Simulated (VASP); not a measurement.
Input of a VASP 6.6.1 run:

The input INCAR:

```
SYSTEM = LiF
ALGO = Normal ; EDIFF = 1E-6
ENCUT = 520 ; GGA = PE
ISIF = 2 ; ISMEAR = 0
KPAR = 4 ; LASPH = .True.
LCHARG = .False. ; LREAL = .False.
LWAVE = .False. ; NELM = 60
PREC = Accurate ; SIGMA = 0.02
```

File KPOINTS:

```
k-points
0
Gamma
  12 12 12
  0 0 0
```

The input POSCAR:

```
LiF                                     
1.0
    0.0000000000      1.9790394680      1.9790394680
    1.9790394680     -0.0000000000      1.9790394680
    1.9790394680      1.9790394680      0.0000000000
  Li              F             
     1     1
Direct
     0.0000000000000000    1.0000000000000000    1.0000000000000000
     0.5000000000000000    0.5000000000000000    0.5000000000000000
```

Contents of KPOINTS_OPT:

```
path GXWKGLUWLK,UX
20
line-mode
reciprocal
 0.0000000000  0.0000000000  0.0000000000  G
 0.5000000000  0.0000000000  0.5000000000  X

 0.5000000000  0.0000000000  0.5000000000  X
 0.5000000000  0.2500000000  0.7500000000  W

 0.5000000000  0.2500000000  0.7500000000  W
 0.3750000000  0.3750000000  0.7500000000  K

 0.3750000000  0.3750000000  0.7500000000  K
 0.0000000000  0.0000000000  0.0000000000  G

 0.0000000000  0.0000000000  0.0000000000  G
 0.5000000000  0.5000000000  0.5000000000  L

 0.5000000000  0.5000000000  0.5000000000  L
 0.6250000000  0.2500000000  0.6250000000  U

 0.6250000000  0.2500000000  0.6250000000  U
 0.5000000000  0.2500000000  0.7500000000  W

 0.5000000000  0.2500000000  0.7500000000  W
 0.5000000000  0.5000000000  0.5000000000  L

 0.5000000000  0.5000000000  0.5000000000  L
 0.3750000000  0.3750000000  0.7500000000  K

 0.6250000000  0.2500000000  0.6250000000  U
 0.5000000000  0.0000000000  0.5000000000  X
```

Potentials or basis: VASP PAW PBE potentials, release 64 (Li_sv, F).

Launch:

```bash
$ cat potpaw_PBE.64/Li_sv/POTCAR potpaw_PBE.64/F/POTCAR > POTCAR
$ mpirun -np 4 vasp_std > vasp.out
```

Predict the band gap along the path.

9.57 eV, direct.

Estimate the band gap on the k mesh.

9.57 eV, direct.

Levels at the corners of the path, in eV from the valence-band top:
```tsv
point	band 1	band 2	band 3	band 4	band 5	band 6	band 7	band 8	band 9
Γ	-40.81	-20.12	0.00	0.00	0.00	9.57	24.67	24.67	24.84
X	-40.72	-19.35	-3.24	-1.08	-1.08	15.31	16.72	18.10	20.87
X	-40.72	-19.35	-3.24	-1.08	-1.08	15.31	16.72	18.10	20.87
W	-40.72	-19.38	-2.24	-2.24	-0.85	15.48	15.48	17.94	19.96
W	-40.72	-19.38	-2.24	-2.24	-0.85	15.48	15.48	17.94	19.96
K	-40.72	-19.40	-2.70	-1.68	-0.80	14.85	15.37	19.08	20.22
K	-40.72	-19.40	-2.70	-1.68	-0.80	14.85	15.37	19.08	20.22
Γ	-40.81	-20.12	0.00	0.00	0.00	9.57	24.67	24.67	24.84
Γ	-40.81	-20.12	0.00	0.00	0.00	9.57	24.67	24.67	24.76
L	-40.74	-19.65	-2.68	-0.25	-0.25	11.05	17.38	19.32	19.32
L	-40.74	-19.65	-2.68	-0.25	-0.25	11.05	17.38	19.32	19.32
U	-40.72	-19.40	-2.70	-1.68	-0.80	14.85	15.37	19.08	20.22
U	-40.72	-19.40	-2.70	-1.68	-0.80	14.85	15.37	19.08	20.22
W	-40.72	-19.38	-2.24	-2.24	-0.85	15.48	15.48	17.94	19.96
W	-40.72	-19.38	-2.24	-2.24	-0.85	15.48	15.48	17.94	19.96
L	-40.74	-19.65	-2.68	-0.25	-0.25	11.05	17.38	19.32	19.32
L	-40.74	-19.65	-2.68	-0.25	-0.25	11.05	17.38	19.32	19.32
K	-40.72	-19.40	-2.70	-1.68	-0.80	14.85	15.37	19.08	20.22
U	-40.72	-19.40	-2.70	-1.68	-0.80	14.85	15.37	19.08	20.22
X	-40.72	-19.35	-3.24	-1.08	-1.08	15.31	16.72	18.10	20.87
```
